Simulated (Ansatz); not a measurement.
# TaN: the cost of one run

Computed with Ansatz 0.2.0 (DFT PBEsol, scalar-relativistic, unless a step's input says otherwise).

### Step 1. The structure to begin with

It takes space group P6_3/mmc (No. 194, hexagonal). Conventional cell: a = 3.048 Å, b = 3.048 Å, c = 4.918 Å, α = 90.00°, β = 90.00°, γ = 120.00°. Around Ta (site symmetry -3m) lie 6 N at 2.15 Å and 2 Ta at 2.46 Å. N (site symmetry -6m2) has 6 Ta at 2.15 Å in its first shell of neighbours.

As a file:

```
Ta N
1.0
     3.04800    0.00000    0.00000
    -1.52400    2.63965    0.00000
     0.00000    0.00000    4.91800
Ta N
2 2
Cartesian
  0.0000 0.0000 0.0000
  0.0000 0.0000 2.4590
  0.0000 1.7598 1.2295
  1.5240 0.8799 3.6885
```

Atoms are numbered in the order of the input: Ta1, Ta2, N3, N4.

### Step 2. After the deformation

Space group P6_3/mmc before, P6_3/mmc after.

### Step 3. Full-potential LAPW

File input.yaml:

```yaml
crystal:
  lattice:
    - [3.0480019786, 0.0, 0.0]
    - [-1.5240009893, 2.6396471442, 0.0]
    - [0.0, 0.0, 5.01636]
  atoms:
    - { symbol: Ta, position: [0.0, 0.0, 0.0] }
    - { symbol: Ta, position: [0.0, 0.0, 0.5] }
    - { symbol: "N", position: [0.3333333333, 0.6666666667, 0.25] }
    - { symbol: "N", position: [0.6666666667, 0.3333333333, 0.75] }
kpoints:
  mp_grid: { grid: [11, 11, 6] }
  band_path:
    path:
      - [0.0, 0.0, 0.0]
      - [0.5, 0.0, 0.0]
      - [0.3333333333, 0.3333333333, 0.0]
      - [0.0, 0.0, 0.0]
      - [0.0, 0.0, 0.5]
      - [0.5, 0.0, 0.5]
      - [0.3333333333, 0.3333333333, 0.5]
      - [0.0, 0.0, 0.5]
      - [0.5, 0.0, 0.5]
    npoints: 5
scf:
  occupations: { method: fermi_dirac, width: 0.01 }
hamiltonian:
  xc: pbesol
  pseudopotentials: { kind: all_electron, lapw: { basis_error: 0.001 } }
output:
  forces: true
  stress: true
  eigenvalues: true
```

Command:

```console
ansatz run input.yaml --threads 1 --pin off --max-ram 4096MiB --backend cpu --events-out ev --progress --plain --runs-dir out
```

Q: Estimate wall time and peak memory on 1 thread of Intel Xeon 6975P-C (Granite Rapids), shared host.

About 45 s, with a peak of 0.7 GiB.
